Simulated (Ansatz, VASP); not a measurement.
**Ni: VASP beside Ansatz**

```
Ni
1.0
     0.00000    1.73757    1.73757
     1.73757    0.00000    1.73757
     1.73757    1.73757    0.00000
Ni
1
Direct
  0.00000 0.00000 0.00000
```

Alike in both runs: task single point; functional PBE; k mesh 13 × 13 × 13; occupations gaussian, width 0.017 eV; collinear spin.

|  | VASP | Ansatz |
| --- | --- | --- |
| version | VASP 6.6.1 | Ansatz 0.2.0 |
| potentials or method | VASP PAW PBE potentials, release 64 (Ni), cutoff 520 eV | all-electron LAPW, scalar-relativistic |

VASP gave:

* gap on the k mesh at the Fermi level (eV): none
* pressure (GPa): 7.8
* net moment per atom (μB): 0.62
* size of the moment on the site where the two differ most (μB): 0.63

Task: Estimate Ansatz's values.

Result: gap on the k mesh at the Fermi level (eV): none; pressure (GPa): 8.0; net moment per atom (μB): 0.64; size of the moment on the site where the two differ most (μB): 0.66.

Site moments also hang on the region over which each program counts them. A gap of «none» marks a metal or a gap that the smearing closes. Ansatz ran all-electron here, so the differences hold the error of VASP's frozen core and of both bases.
